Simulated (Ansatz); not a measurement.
Au:

```
CELL_PARAMETERS angstrom
1.41131 -2.55593 0.00000
1.41131 2.55593 0.00000
0.00000 0.00000 4.89317
ATOMIC_POSITIONS crystal
Au 0.33467 0.66533 0.25000
Au 0.66533 0.33467 0.75000
```

This isn't the form of Au at room conditions, which is fcc.

Base run:

- Program: Ansatz 0.2.0
- Functional: PBEsol
- Potentials or basis: all-electron LAPW, scalar-relativistic
- Cutoff: 261 eV
- Density cutoff: 1043 eV
- Basis error allowed: 0.001 eV/atom
- k mesh: 11 × 11 × 6
- Occupations: fermi-dirac, width 0.05 eV
- Spin: no spin polarisation

Its results: pressure -5.3 GPa; largest force 0.021 eV/Å.

Problem. The run is repeated on the same cell with these changes: functional from PBEsol to LDA. What comes out?

Solution. Pressure -9.6 GPa; largest force 0.014 eV/Å.

LDA binds more tightly than PBEsol, so the same cell stands under less pressure.

Not every run made on this cell is shown here.
